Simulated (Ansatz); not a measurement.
# Stack of Ti2CO2 MXene under W2CCl2 MXene, shifted by a third of the diagonal in a perpendicular field, part 2 of 4

Wanted: the out-of-plane response of the stack of Ti2CO2 MXene under W2CCl2 MXene, shifted by a third of the diagonal. A positive field points along +c.

Ansatz 0.2.0; plane-wave DFT, PBE-D4, Ansatz PAW (the session's first sound run).

So far. Step 2 (Relaxing the slab): The lattice constant a goes from 3.113 to 3.028 Å.

## (3) Atoms held, field 0, start network

A sawtooth potential applies the field, turning back in the middle of the vacuum. With the dipole correction the typed value is the field outside the slab. The induced dipole is small, so the SCF threshold is tight.

The cell differs from the one that the last finished run ended in (c 58.006 → 31.842 Å).

input.yaml reads:

```yaml
crystal:
  lattice:
    - [3.0275958596, 0.0, 0.0]
    - [-1.5137979298, 2.6219749268, 0.0]
    - [0.0, 0.0, 31.8421423841]
  atoms:
    - { symbol: O, position: [0.3333333333, 0.6666666667, 0.2826442986] }
    - { symbol: Ti, position: [0.6666666667, 0.3333333333, 0.3109819217] }
    - { symbol: C, position: [0.0, 0.0, 0.3518934131] }
    - { symbol: Ti, position: [0.3333333333, 0.6666666667, 0.3923965287] }
    - { symbol: O, position: [0.6666666667, 0.3333333333, 0.4213074325] }
    - { symbol: Cl, position: [0.6666666667, 0.3333333333, 0.5196905052] }
    - { symbol: W, position: [0.0, 0.0, 0.5793973842] }
    - { symbol: C, position: [0.3333333333, 0.6666666667, 0.6183875347] }
    - { symbol: W, position: [0.6666666667, 0.3333333333, 0.6571501901] }
    - { symbol: Cl, position: [0.0, 0.0, 0.7173557014] }
kpoints:
  mp_grid: { grid: [18, 18, 1] }
  band_path:
    path: [[0, 0, 0], [0.5, 0, 0], [0.33333333, 0.33333333, 0], [0, 0, 0]]
    npoints: 16
hamiltonian:
  xc: pbe
  dispersion: d4
scf:
  occupations: { method: fermi_dirac, width: 0.02585 }
  convergence: { dr2_threshold: 1.0e-10 }
efield:
  axis: 3
  dipole_correction: true
  ramp_position: 0.97
  ramp_width: 0.06
  amplitude: 0
output:
  dos: { projected: true, e_range: [-6, 5] }
  bader: true
  write_potential: true
  write_density: true
  volumetric_format: npy
  elf: true
```

Launch:

```bash
$ ansatz run input.yaml --threads 4 --pin off --max-ram 12288MiB --backend cpu --events-out ev --progress --plain --runs-dir out
```

Numbers of over 12 decimals in the logs are rounded to 6 here.

What it wrote:

```text
[...]
Crystal: 10 atoms, lattice volume = 252.772 Å³
Basis set: ecut = 420 eV, 4871 PW (Γ)
Bands: 53, of which v1, the nominal top of the filled ones, is band 43 counted from 1 (42 counted from 0)
Symmetry: 6 space group operations
[...]
k-points: 37 of 324 (time reversal used)
[...]
SCF iter   1: F=—  HF=-29573.554446 eV  |F-HF|=—  |Δ(HF+E_count)|=         —  Δρ=2.27e-2  dr2=7.38e1  ethr=1.77e-3  p=0.097 e·Å  D=6.98e-2 V/Å  ΔV_dip=-2.22 eV  dr2_dipole=3.61e1  V_vac-E_F(+/−)=4.70/6.92 eV  ⟨swp⟩=9.5  Hψ=9745  notcnv=0  defer=10
efield: sawtooth ramp at fractional position 0.9700 (set: `efield.ramp_position`, or a place that a band, a saddle search or an elastic batch's reference lends), width 0.0600; the density the first Hamiltonian is built on has a dipole p = 0.097 e·Å; the dipole correction subtracts the counter field D = 6.98e-2 V/Å, which shifts the + side's vacuum level by -2.22 eV against the − side's; the planar-averaged density in the ramp window peaks in size at 1.7e-5 e/Å³
[...]
SCF iter   2: F=—  HF=-29572.922353 eV  |F-HF|=—  |Δ(HF+E_count)|=   6.32e-1  Δρ=1.08e-2  dr2=4.78e0  ethr=1.77e-3  p=0.096 e·Å  D=6.87e-2 V/Å  ΔV_dip=-2.19 eV  dr2_dipole=1.94e0  V_vac-E_F(+/−)=4.34/6.52 eV  ⟨swp⟩=1.6  Hψ=2305  notcnv=0  defer=36
[...]
SCF iter  22: F=-29572.719518 eV  HF=-29572.719518 eV  |F-HF|=5.46e-11  |Δ(HF+E_count)|=  4.00e-11  Δρ=4.47e-8  dr2=5.76e-12  ethr=1.00e-12  p=0.055 e·Å  D=3.93e-2 V/Å  ΔV_dip=-1.25 eV  dr2_dipole=2.39e-13  V_vac-E_F(+/−)=4.25/5.50 eV  ⟨swp⟩=11.5  Hψ=5801  notcnv=0
SCF 1 converged in 22 iterations: F = -29572.719518 eV  dr2 = 5.76e-12
[...]
NSCF: frozen V_eff on 49 k-points
efield: sawtooth ramp at fractional position 0.9700 (kept from the solve that this one continues, or follows in the run), width 0.0600; the density the first Hamiltonian is built on has a dipole p = 0.055 e·Å; the dipole correction subtracts the counter field D = 3.93e-2 V/Å, which shifts the + side's vacuum level by -1.25 eV against the − side's; the planar-averaged density in the ramp window peaks in size at 2.1e-6 e/Å³
[...]
SCF converged after 22 iterations
Free energy (F): -29572.719518 eV
[...]
Internal energy: -29572.712681 eV  (E = F + TS)
E sigma→0 (E₀):  -29572.716100 eV
Entropy (-TS):   -0.006836 eV (-0.684 meV/atom)
Fermi energy:    4.552253 eV
Dipole field:    D = 0.039333 V/Å  (p = 0.054945 e·Å, saw-weighted, corrected)
Work function:   Φ+ = 4.2492 eV   Φ− = 5.5016 eV
Levels:          The Fermi level and band energies are counted from a zero that moves with the ramp; work functions are not
[...]
--- Band table (eV; the first three rows and the last of 37) ---
  k-point 0: bands = [... 39 lower, 2.7848, 3.1377, 4.2020, 4.2020, 4.8119, 4.8119, 4.8885, 4.8885, ... 6 higher]
  k-point 1: bands = [... 39 lower, 2.9021, 3.1971, 3.8059, 3.9458, 4.6657, 4.7950, 5.0019, 5.0525, ... 6 higher]
  k-point 2: bands = [... 39 lower, 3.0792, 3.1434, 3.3066, 3.5435, 4.4115, 4.8019, 4.9896, 5.0454, ... 6 higher]
  k-point 36: bands = [... 39 lower, 1.4494, 3.0032, 4.0734, 4.1241, 4.3935, 5.4221, 5.7949, 5.7974, ... 6 higher]
--- Bader charges: 10 sites ---
  site symbol  charge [e]  shift [e]
     0      O     -1.1290     0.0017
     1     Ti      1.9814     0.0014
     2      C     -1.7152     0.0008
     3     Ti      1.9743     0.0012
     4      O     -1.1480     0.0016
     5     Cl     -0.5346     0.0008
     6      W      1.3703     0.0027
     7      C     -1.5996     0.0040
     8      W      1.3603     0.0027
     9     Cl     -0.5599     0.0007
  estimated error of the sums over rays = 7.3e-4 e
```

Wall time 30 s (4 threads of Intel Xeon 6975P-C (Granite Rapids), shared host); peak memory 1.1 GiB.

In the SCF lines HF is the Harris–Foulkes energy and dr2 the Hartree energy of the density residual, in eV; the loop may stop once dr2 is under the threshold and the program's other checks hold. Hψ counts applications of the Hamiltonian.

Numbers from this step:

- energy at zero smearing: -29572.7161 eV
- work function, upper face: 4.249 eV
- work function, lower face: 5.502 eV
- dipole along the normal: 0.05494 e·Å
- step between the vacuum levels: -1.252 eV

Running mean over a fixed 2.5 Å (it still follows the layers) of the planar mean; the ramp of the sawtooth is left out. The electron's electrostatic potential energy less the Fermi level by z:

```tsv
z (Å)	electron's electrostatic potential energy less the Fermi level (eV)
4	5.50
5	5.50
6	5.50
7	5.30
8	1.30
9	-5.85
10	-10.0
11	-9.13
12	-9.96
13	-8.04
14	-1.97
15	1.61
16	-3.12
17	-8.64
18	-12.5
19	-14.3
20	-14.5
21	-12.9
22	-11.2
23	-4.57
24	-0.209
25	3.93
26	4.24
27	4.25
28	4.25
```

The density of states has structure finer than the step of the table below, so its rows give means over 0.2 eV, whole bins alone (the curve runs from -6 to 0.89 eV). Peaks (eV: height): -5.75: 17.8, -5.50: 15.4, -5.28: 14.4, -4.81: 17.2, -4.76: 19.3, -4.62: 15.5, -4.40: 15.9.

Density of states against energy, zero at the Fermi level; means over each step:

energy (eV), density of states (states/eV a cell) and a bar from the least value:
```
     -5.8       11.1 ##########################
     -5.6       12.3 #############################
     -5.4       10.3 ########################
     -5.2        8.8 ####################
     -5.0        9.7 ######################
     -4.8       12.6 ##############################
     -4.6        8.0 ##################
     -4.4        8.3 ##################
     -4.2        4.9 #########
     -4.0        1.9 #
     -3.8        2.3 ##
     -3.6        3.2 #####
     -3.4        6.0 ############
     -3.2        4.9 #########
     -3.0        4.3 #######
     -2.8        4.1 #######
     -2.6        2.4 ##
     -2.4        3.7 ######
     -2.2        5.0 #########
     -2.0        4.5 ########
     -1.8        3.2 #####
     -1.6        2.4 ##
     -1.4        2.6 ###
     -1.2        1.8 #
     -1.0        1.5 
     -0.8        2.5 ###
     -0.6        2.3 ##
     -0.4        2.5 ###
     -0.2        4.8 #########
      0.0        2.9 ####
      0.2        5.2 ##########
      0.4        8.4 ###################
      0.6        6.2 #############
```

Projected DOS per atom over height of the atomic layer and energy from the Fermi level. Layers: O Ti C Ti O Cl W C W Cl from below.

Ten even steps from '0' (0.00 states/eV) to '9' (2.74 states/eV), each cell a mean:
```
0202004040
0505016061
0101014040
0000015151
0000003030
0000002020
0000001010
0020001010
0020001010
1151101010
1141100000
0131011011
1121111011
1121131113
1010110001
0000020002
6101631012
8212821012
9434931012
5222543425
5201444645
5212632323
```
Columns: height of the atomic layer (Å) from 9 to 22.8 (not evenly spaced); rows upwards: energy from the Fermi level (eV) from -5.96 to 0.88.

Electronic bands along the path, in eV, zero at the Fermi level:

```tsv
point	band 40	band 41	band 42	band 43	band 44	band 45	band 46	band 47
Γ	-1.77	-1.41	-0.35	-0.35	0.26	0.26	0.34	0.34
halfway	-1.75	-1.69	-1.39	-0.43	-0.33	0.27	0.38	0.59
M	-2.16	-1.86	-0.27	-0.01	1.16	1.31	1.43	1.88
halfway	-2.79	-2.46	-0.23	0.14	0.56	0.89	1.30	1.32
K	-3.10	-1.55	-0.48	-0.43	-0.16	0.87	1.24	1.25
halfway	-2.46	-2.08	-1.86	-0.85	0.46	0.48	0.85	1.12
Γ	-1.77	-1.41	-0.35	-0.35	0.26	0.26	0.34	0.34
```

ELF in the ca plane at fractional y = 0.333, with atoms of Ti and O and Cl and W within 0.2 Å of it. It is the smooth field of the valence electrons, not physical close to the nuclei.

Ten even steps from '0' (0.00) to '9' (0.88), each cell a mean:
```
00000000000000000012213442354113788620279999
00000000000000000000026565122137879840399878
00000000000000000000036135111138748940499637
00000000000000000000026564122127889840399989
00000000000000000012322332354112688620279999
00000000000000000125663114785211123100024554
00000000000000000136775225886322000000000111
00000000000000000025652113775211133200035665
```
Columns run along c (16.0 Å, from fractional 0.05 to 0.55 of the cell), rows up along a (3.0 Å). Atoms in or near the plane, at fractional coordinates: Ti at (0.31, 0.67), O at (0.42, 0.67), Cl at (0.52, 0.67).

Electrostatic potential energy in the ca plane at fractional y = 0.333, with atoms of Ti and O and Cl and W within 0.2 Å of it. With pseudopotentials it is smooth inside the atoms' cores, unlike the true potential.

Ten even steps from '0' (-50 eV) to '9' (9 eV), each cell a mean:
```
54578998887799999975578888888742257899999999
32247999973249999830048888998500026899999999
22237999961038999710027999998400005899999999
32247999974259999831148888998510026899999999
65578998888899999976678877888753368899999999
88888887678999999999998765788887888888899999
99998887667899999999998654678888899877899999
88888888778999999999888766788887788888999999
```
Columns run along c (16.0 Å, from fractional 0.30 to 0.80 of the cell; values clipped at the 3rd and 97th percentile), rows up along a (3.0 Å). Atoms in or near the plane, at fractional coordinates: Ti at (0.31, 0.67), O at (0.42, 0.67), Cl at (0.52, 0.67), W at (0.66, 0.67).

Valence density in the ca plane at fractional y = 0.333, with atoms of Ti and O and Cl and W within 0.2 Å of it. It is the smooth field of the valence electrons, not physical close to the nuclei.

Ten steps, logarithmic in the rise over the least value, from '0' (0.0 e/Å³) to '9' (9.5 e/Å³), each cell a mean:
```
00000000000000001235654332223554210134554333
00000000000000000148996322235787411246665432
00000000000000000148997321136898421246446432
00000000000000000137986322235786310246665432
00000000000000001234553332223453200124554333
00000000000000002333323333333321100012332234
00000000000000002343223344444211000001122245
00000000000000001233333333333322100012333234
```
Columns run along c (16.0 Å, from fractional 0.08 to 0.58 of the cell), rows up along a (3.0 Å). Atoms in or near the plane, at fractional coordinates: Ti at (0.31, 0.67), O at (0.42, 0.67), Cl at (0.52, 0.67).

The work function of the upper face is 4.25 eV.

## (4) Atoms held, field 0.1 V/Å

Edit input.yaml of step 3 so:

```diff
@@ -30,8 +30,6 @@
   dipole_correction: true
-  ramp_position: 0.97
-  ramp_width: 0.06
-  amplitude: 0
+  ramp_position: 0.9598
+  ramp_width: 0.0905
+  amplitude: 0.1
 output:
-  dos: { projected: true, e_range: [-6, 5] }
-  bader: true
   write_potential: true
@@ -39,2 +37 @@
   volumetric_format: npy
-  elf: true
```

What it wrote:

```text
[...]
Crystal: 10 atoms, lattice volume = 252.772 Å³
Basis set: ecut = 420 eV, 4871 PW (Γ)
Bands: 53, of which v1, the nominal top of the filled ones, is band 43 counted from 1 (42 counted from 0)
Symmetry: 6 space group operations
[...]
k-points: 37 of 324 (time reversal used)
[...]
k-point 0: bands = [... 39 lower, 2.7937, 3.1384, 4.2060, 4.2060, 4.8218, 4.8218, 4.8933, 4.8933, ... 6 higher]
  k-point 1: bands = [... 39 lower, 2.9114, 3.1981, 3.8100, 3.9500, 4.6758, 4.8048, 5.0106, 5.0570, ... 6 higher]
  k-point 2: bands = [... 39 lower, 3.0835, 3.1527, 3.3080, 3.5479, 4.4222, 4.8118, 4.9984, 5.0495, ... 6 higher]
  k-point 36: bands = [... 39 lower, 1.4468, 3.0138, 4.0849, 4.1326, 4.4046, 5.4267, 5.8039, 5.8069, ... 6 higher]
[key lines of the parts left out:]
SCF converged after 19 iterations
Free energy (F): -29572.728361 eV
Fermi energy:    4.560464 eV
Dipole field:    D = 0.087283 V/Å  (p = 0.121926 e·Å, saw-weighted, corrected)
```

Wall time 16 s (4 threads); peak memory 1 GiB; 64 s of CPU time.

The dipole is 0.122 e·Å, 0.0670 e·Å from its value without field.

## (5) Single point, field -0.1 V/Å

Edit input.yaml of step 4 so:

```diff
@@ -32,3 +32,3 @@
   ramp_width: 0.0905
-  amplitude: 0.1
+  amplitude: -0.1
 output:
```

What it wrote:

```text
[...]
Crystal: 10 atoms, lattice volume = 252.772 Å³
Basis set: ecut = 420 eV, 4871 PW (Γ)
Bands: 53, of which v1, the nominal top of the filled ones, is band 43 counted from 1 (42 counted from 0)
Symmetry: 6 space group operations
[...]
k-points: 37 of 324 (time reversal used)
[...]
k-point 0: bands = [... 39 lower, 2.7879, 3.1493, 4.2103, 4.2103, 4.8141, 4.8141, 4.8960, 4.8960, ... 6 higher]
  k-point 1: bands = [... 39 lower, 2.9048, 3.2084, 3.8141, 3.9539, 4.6675, 4.7972, 5.0053, 5.0603, ... 6 higher]
  k-point 2: bands = [... 39 lower, 3.0872, 3.1461, 3.3176, 3.5514, 4.4128, 4.8040, 4.9928, 5.0535, ... 6 higher]
  k-point 36: bands = [... 39 lower, 1.4645, 3.0047, 4.0738, 4.1277, 4.3943, 5.4299, 5.7980, 5.7999, ... 6 higher]
[key lines of the parts left out:]
SCF converged after 20 iterations
Free energy (F): -29572.717373 eV
Fermi energy:    4.556043 eV
Dipole field:    D = -0.008627 V/Å  (p = -0.012051 e·Å, saw-weighted, corrected)
```

Run time: 17 s. Hardware: 4 threads; peak memory 1 GiB; 66 s of CPU time.

The dipole is -0.0121 e·Å, -0.0670 e·Å from its value without field.

## (6) Single point, field 0.2 V/Å

Edit input.yaml of step 5 so:

```diff
@@ -32,3 +32,3 @@
   ramp_width: 0.0905
-  amplitude: -0.1
+  amplitude: 0.2
 output:
```

What it wrote:

```text
[...]
Crystal: 10 atoms, lattice volume = 252.772 Å³
Basis set: ecut = 420 eV, 4871 PW (Γ)
Bands: 53, of which v1, the nominal top of the filled ones, is band 43 counted from 1 (42 counted from 0)
Symmetry: 6 space group operations
[...]
k-points: 37 of 324 (time reversal used)
[...]
k-point 0: bands = [... 39 lower, 2.7957, 3.1324, 4.2032, 4.2032, 4.8247, 4.8247, 4.8914, 4.8914, ... 6 higher]
  k-point 1: bands = [... 39 lower, 2.9138, 3.1923, 3.8073, 3.9475, 4.6790, 4.8077, 5.0124, 5.0547, ... 6 higher]
  k-point 2: bands = [... 39 lower, 3.0810, 3.1551, 3.3026, 3.5456, 4.4259, 4.8147, 5.0002, 5.0470, ... 6 higher]
  k-point 36: bands = [... 39 lower, 1.4375, 3.0174, 4.0896, 4.1342, 4.4089, 5.4245, 5.8059, 5.8095, ... 6 higher]
[key lines of the parts left out:]
SCF converged after 19 iterations
Free energy (F): -29572.743902 eV
Fermi energy:    4.561753 eV
Dipole field:    D = 0.135223 V/Å  (p = 0.188893 e·Å, saw-weighted, corrected)
```

Elapsed: 16 s, on 4 threads; peak memory 1 GiB; 64 s of CPU time.

The dipole is 0.189 e·Å, 0.134 e·Å from its value without field.

## (7) Atoms held, field -0.2 V/Å

Edit input.yaml of step 6 so:

```diff
@@ -32,3 +32,3 @@
   ramp_width: 0.0905
-  amplitude: 0.2
+  amplitude: -0.2
 output:
```

What it wrote:

```text
[...]
Crystal: 10 atoms, lattice volume = 252.772 Å³
Basis set: ecut = 420 eV, 4871 PW (Γ)
Bands: 53, of which v1, the nominal top of the filled ones, is band 43 counted from 1 (42 counted from 0)
Symmetry: 6 space group operations
[...]
k-points: 37 of 324 (time reversal used)
[...]
k-point 0: bands = [... 39 lower, 2.7840, 3.1541, 4.2120, 4.2120, 4.8093, 4.8093, 4.8968, 4.8968, ... 6 higher]
  k-point 1: bands = [... 39 lower, 2.9005, 3.2130, 3.8157, 3.9553, 4.6623, 4.7924, 5.0015, 5.0614, ... 6 higher]
  k-point 2: bands = [... 39 lower, 3.0886, 3.1419, 3.3219, 3.5527, 4.4071, 4.7992, 4.9889, 5.0549, ... 6 higher]
  k-point 36: bands = [... 39 lower, 1.4730, 2.9991, 4.0673, 4.1242, 4.3882, 5.4310, 5.7940, 5.7954, ... 6 higher]
[key lines of the parts left out:]
SCF converged after 21 iterations
Free energy (F): -29572.721929 eV
Fermi energy:    4.552778 eV
Dipole field:    D = -0.056603 V/Å  (p = -0.079070 e·Å, saw-weighted, corrected)
```

Wall time 17 s (4 threads); peak memory 1 GiB.

The dipole is -0.0791 e·Å, -0.134 e·Å from its value without field.

## (8) Single point, field 0.35 V/Å

Edit input.yaml of step 7 so:

```diff
@@ -30,6 +30,8 @@
   dipole_correction: true
-  ramp_position: 0.9598
-  ramp_width: 0.0905
-  amplitude: -0.2
+  ramp_position: 0.9414
+  ramp_width: 0.1273
+  amplitude: 0.35
 output:
+  dos: { projected: true, e_range: [-6, 5] }
+  bader: true
   write_potential: true
@@ -37 +39,2 @@
   volumetric_format: npy
+  elf: true
```

What it wrote:

```text
[...]
Crystal: 10 atoms, lattice volume = 252.772 Å³
Basis set: ecut = 420 eV, 4871 PW (Γ)
Bands: 53, of which v1, the nominal top of the filled ones, is band 43 counted from 1 (42 counted from 0)
Symmetry: 6 space group operations
[...]
k-points: 37 of 324 (time reversal used)
[...]
--- Bader charges: 10 sites ---
  site symbol  charge [e]  shift [e]
     0      O     -1.1404     0.0017
     1     Ti      1.9786     0.0014
     2      C     -1.7156     0.0008
     3     Ti      1.9736     0.0012
     4      O     -1.1481     0.0016
     5     Cl     -0.5345     0.0008
     6      W      1.3704     0.0027
     7      C     -1.6008     0.0040
     8      W      1.3646     0.0027
     9     Cl     -0.5478     0.0007
  estimated error of the sums over rays = 7.3e-4 e
[key lines of the parts left out:]
SCF converged after 20 iterations
Free energy (F): -29572.779769 eV
Fermi energy:    4.562660 eV
Dipole field:    D = 0.207120 V/Å  (p = 0.289327 e·Å, saw-weighted, corrected)
```

Elapsed: 31 s, on 4 threads; peak memory 1 GiB.

The dipole is 0.289 e·Å, 0.234 e·Å from its value without field.

## (9) Response, atoms held

This step: plane-wave DFT, PBE-D4, Ansatz PAW; response to a field along the normal, atoms held (Ansatz 0.2.0).

The dipoles give the slope, and the difference of two potentials shows where the field is screened.

This step gave:

* equivalent conductor thickness p/(ε₀AE): 15.27 Å
* distance between the outer atoms: 13.84 Å

Table of dipole of the cell by applied field:

```tsv
applied field (V/Å)	dipole of the cell (e·Å)
-0.200	-0.0791
-0.100	-0.0121
0.000	0.0549
0.100	0.122
0.200	0.189
0.350	0.289
```

Local field over the applied field, running mean. From the potentials at -0.1 and 0.1 V/Å; running mean over 2.5 Å. Local field over applied field against z:

```tsv
z (Å)	local field over applied field
4.5	1.000
5.0	0.999
5.5	0.998
6.0	0.992
6.5	0.974
7.0	0.920
7.5	0.807
8.0	0.650
8.5	0.472
9.0	0.303
9.5	0.165
10.0	0.0812
10.5	0.0406
11.0	0.0258
11.5	0.0170
12.0	0.0117
12.5	0.0112
13.0	0.0110
13.5	0.00880
14.0	0.00510
14.5	0.00182
15.0	-7.3e-4
15.5	-9.8e-4
16.0	-1.3e-4
16.5	-5.0e-5
17.0	-3.9e-4
17.5	-4.9e-4
18.0	-6.2e-4
18.5	-0.00316
19.0	-0.00751
19.5	-0.00761
20.0	-0.00108
20.5	0.0187
21.0	0.0347
21.5	0.0448
22.0	0.0655
22.5	0.121
23.0	0.225
23.5	0.380
24.0	0.563
24.5	0.739
25.0	0.875
25.5	0.951
26.0	0.982
26.5	0.994
27.0	0.998
27.5	0.999
```

Electrons, planar mean, per unit field. Table of induced electron density by z:

```tsv
z (Å)	induced electron density (e/Å³ per V/Å)
5	2.1e-6
6	2.9e-5
7	3.6e-4
8	0.00281
9	0.00139
10	2.8e-5
11	1.3e-4
12	-2.1e-4
13	3.3e-5
14	8.2e-5
15	9.5e-6
16	-2.0e-5
17	4.7e-5
18	-2.8e-5
19	-3.9e-5
20	-6.9e-7
21	-5.6e-4
22	0.00111
23	-0.00139
24	-0.00330
25	-6.3e-4
26	-8.2e-5
27	-9.6e-6
```

By hand: between -0.1 and 0.1 V/Å the dipole changes by 0.1340 e·Å, a slope of 0.6699 e·Å²/V. A perfect conductor of thickness t has p = ε₀AEt, so t = 180.95 × 0.6699 / 7.938 = 15.27 Å (e/ε₀ = 180.95 V·Å, A in Å²).

The induced dipole is that of a conductor 15.27 Å thick.

[end of part 2 of 4]

[Logs are printed without paths, hosts, clocks, repeated set-up lines and the standing remarks that a program may print on its own settings, such as how far it seeks lower states.]

[Hosts, paths, dates, database ids (printed as entryN), source tags and the programs' standing remarks are cut or masked in the printed files.]

[Maps of the electrostatic potential energy from Ansatz leave out the sawtooth potential of an applied field or a dipole correction, so their vacuum need not be flat; planar profiles and work functions include it.]

[The density of states shown here was stored with 400 of the rows of the run's finer table, so its peaks can read low, often by over a quarter, or be missed, and its means over a window can be off by a tenth or more.]
